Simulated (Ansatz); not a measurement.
We consider rock-salt LiI, described by PBE0 (Ansatz, a first-principles code, PAW).

Numerical settings: plane-wave cutoff 460 eV, 8×8×8 k mesh, Fermi–Dirac smearing 0.01 eV, scalar-relativistic PAW data made under PBE.

Results at a series of volumes:

```
V (Å³/atom)  E − E_lowest (meV/atom)  P (GPa)
-----------  -----------------------  -------
25.428                          4.80    1.206
26.097                          1.13    0.560
26.721                          0.00    0.034
27.435                          1.06   -0.492
28.105                          4.02   -0.919
```

Problem. What bulk modulus B0 and pressure derivative B′ does a third-order Birch–Murnaghan fit give?

Solution. V0 = 26.763 Å³/atom, B0 = 21.0 GPa, B′ = 4.6 (fit to the energies at full precision).

Measured, for comparison: bulk modulus 24 GPa (0 K, extrapolated to 0 K; as tabulated in Doll and Stoll (1998), arXiv:cond-mat/9801031). Computed (rounded) less measured: bulk modulus -12 %.

Spin–orbit coupling is not included.

Computed values are for the static lattice.
